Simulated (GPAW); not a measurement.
A run of GPAW 26.7.0 is set up as follows.

The input run.py:

```python
from ase import Atoms
from ase.filters import FrechetCellFilter
from ase.io import write
from ase.optimize import BFGS
from gpaw import GPAW, PW, setup_paths

setup_paths.insert(0, '.')

atoms = Atoms(['Ti', 'Ti', 'Ti', 'Si'],
              cell=[[0.0, 3.144356, 3.144356],
                    [3.144356, 0.0, 3.144356],
                    [3.144356, 3.144356, 0.0]],
              scaled_positions=[[0.0, 0.0, 0.0],
                                [0.25, 0.25, 0.25],
                                [0.75, 0.75, 0.75],
                                [0.5, 0.5, 0.5]],
              pbc=True)

calc = GPAW(mode=PW(600),
            xc='PBEsol',
            kpts={'size': (7, 7, 7), 'gamma': True},
            occupations={'name': 'fermi-dirac', 'width': 0.05},
            nbands=38,
            convergence={'density': 1e-05, 'forces': 0.0001},
            maxiter=150,
            txt='gpaw.txt')
atoms.calc = calc
opt = BFGS(FrechetCellFilter(atoms), trajectory='relax.traj', logfile='-')
done = opt.run(fmax=0.02, steps=60)
calc.write('gs.gpw')
write('result.traj', atoms)
print('Converged:', done)
print('Cell:', atoms.cell.cellpar().round(4))
print('Volume:', round(atoms.get_volume(), 4))
print(atoms.get_scaled_positions().round(5))
```

Potentials or basis: PAW data sets generated in the run's folder for this functional, pw.

Command:

```console
$ gpaw-setup -f PBEsol Si Ti
$ OMP_NUM_THREADS=1 python run.py
```

Q: Predict the relaxed cell.

A: a = 4.389 Å, b = 4.389 Å, c = 4.389 Å, α = 60.00°, β = 60.00°, γ = 60.00°.

Q: Estimate the band gap on the k mesh.

A: None (metal or under the smearing width).

Final structure:
```
Ti Si
1.0
     0.00000    3.10322    3.10322
     3.10322    0.00000    3.10322
     3.10322    3.10322    0.00000
Ti Si
3 1
Direct
  0.00000 0.00000 0.00000
  0.25000 0.25000 0.25000
  0.75000 0.75000 0.75000
  0.50000 0.50000 0.50000
```

Caveat: later steps reuse the first step's grids.
